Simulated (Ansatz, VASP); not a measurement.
## MgS in VASP and in Ansatz

```
Mg S
1.0
     3.53720    0.00000    0.00000
    -1.76859    3.06330    0.00000
     0.00000    0.00000    3.23779
Mg S
1 1
Direct
  0.00000 0.00000 0.50000
  0.66667 0.33333 0.00000
```

The cell was built by a generator and needn't be a form met in nature.

Alike in both runs: task single point; functional PBE; k mesh 9 × 9 × 8; occupations fermi-dirac, width 0.05 eV; no spin polarisation.

|  | VASP | Ansatz |
| --- | --- | --- |
| version | VASP 6.6.1 | Ansatz 0.2.0 |
| potentials or method | VASP PAW PBE potentials, release 64 (Mg, S) | Ansatz PAW |
| plane-wave cutoff (eV) | 520 | 420 |
| valence electrons in the cell | 8 | 16 |

Ansatz gave:

| Item | Value |
| --- | --- |
| gap on the k mesh at the Fermi level (eV) | 1.19 |
| least direct gap on the mesh (eV) | 2.24 |
| pressure (GPa) | 4.9 |
| largest component of the traceless stress (GPa) | 1.01 |

Question: What did VASP give for the same quantities?

Answer: gap on the k mesh at the Fermi level (eV): 1.18; least direct gap on the mesh (eV): 2.22; pressure (GPa): 4.6; largest component of the traceless stress (GPa): 0.97.

The functional is the same, so the differences come from potentials, cutoffs and numerics. The two sets of potentials don't hold the same shells in valence.

Caveats: an odd mesh through Γ misses points on the zone boundary, where band edges often lie (VASP); odd divisions of the mesh miss points on the zone boundary, where band edges often lie, so the gap on the mesh can be too wide (Ansatz). As with any semilocal functional, this PBE gap is likely too small.
